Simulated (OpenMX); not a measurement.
Input of an OpenMX 3.8.5 run:

Contents of TiO2.dat:

```
System.CurrrentDirectory             ./
System.Name                          TiO2
DATA.PATH                            ./DFT_DATA13
level.of.stdout                      1
level.of.fileout                     1
Species.Number                       2
<Definition.of.Atomic.Species
  Ti  Ti7.0-s3p2d2           Ti_PBE13
  O   O6.0-s2p2d1            O_PBE13
Definition.of.Atomic.Species>

Atoms.Number                         12
Atoms.SpeciesAndCoordinates.Unit     FRAC
<Atoms.SpeciesAndCoordinates
    1  Ti    0.6384130000    0.2570550000    0.5671540000   6.000  6.000
    2  Ti    0.3603680000    0.7469230000    0.4491200000   6.000  6.000
    3  Ti    0.8617740000    0.7249430000    0.0644810000   6.000  6.000
    4  Ti    0.1338500000    0.2465680000    0.9372290000   6.000  6.000
    5  O     0.4736180000    0.2619560000    0.2938460000   3.000  3.000
    6  O     0.5288260000    0.7432940000    0.7175810000   3.000  3.000
    7  O     0.0256460000    0.7264450000    0.7913280000   3.000  3.000
    8  O     0.9723300000    0.2290510000    0.2151640000   3.000  3.000
    9  O     0.7638760000    0.2412340000    0.8754490000   3.000  3.000
   10  O     0.2395470000    0.7491250000    0.1333890000   3.000  3.000
   11  O     0.7316620000    0.7409590000    0.3691960000   3.000  3.000
   12  O     0.2655350000    0.2602690000    0.6366850000   3.000  3.000
Atoms.SpeciesAndCoordinates>

Atoms.UnitVectors.Unit               Ang
<Atoms.UnitVectors
     9.4590000000    0.0000000000    0.0000000000
     0.0000000000    2.9585000000    0.0000000000
     0.0000000000    0.0000000000    4.9022000000
Atoms.UnitVectors>

scf.XcType                           GGA-PBE
scf.SpinPolarization                 off
scf.ElectronicTemperature            580.226
scf.energycutoff                     400.0
scf.maxIter                          100
scf.EigenvalueSolver                 band
scf.Kgrid                            3 9 7
scf.Mixing.Type                      rmm-diisk
scf.Init.Mixing.Weight               0.05
scf.Min.Mixing.Weight                0.001
scf.Max.Mixing.Weight                0.3
scf.Mixing.History                   25
scf.Mixing.StartPulay                8
scf.criterion                        1.0e-8
scf.stress.tensor                    on
MD.Type                              nomd
```

Potentials or basis: OpenMX 2013 PBE set, Ti7.0-s3p2d2, O6.0-s2p2d1, grid cutoff 400 Ry.

The run is started by

```sh
$ openmx TiO2.dat -nt 1 > TiO2.std
```

Task: What does it give for the band gap on the k mesh?

Result: 2.11 eV, indirect (least direct gap 2.12 eV).

Task: Estimate the pressure.

Result: 0.2 GPa.

Task: What does it give for the largest force?

Result: 1.642 eV/Å.

Forces on the atoms (eV/Å):
```
Ti  -1.197  0.108  0.112
Ti   1.198 -0.097 -1.119
Ti   0.072 -0.059  0.780
Ti   0.414 -0.035  0.349
O   -0.301 -0.192  0.726
O    0.063  0.121 -0.338
O    0.161  0.393  0.220
O   -0.082  0.241 -0.453
O    0.252 -0.137 -0.152
O   -0.695 -0.157 -0.148
O    0.504  0.043 -0.353
O   -0.389 -0.226  0.381
```

Caveat: an odd mesh through Γ misses points on the zone boundary, where band edges often lie; the basis of atomic orbitals isn't converged, which shifts pressures, moduli and gaps.
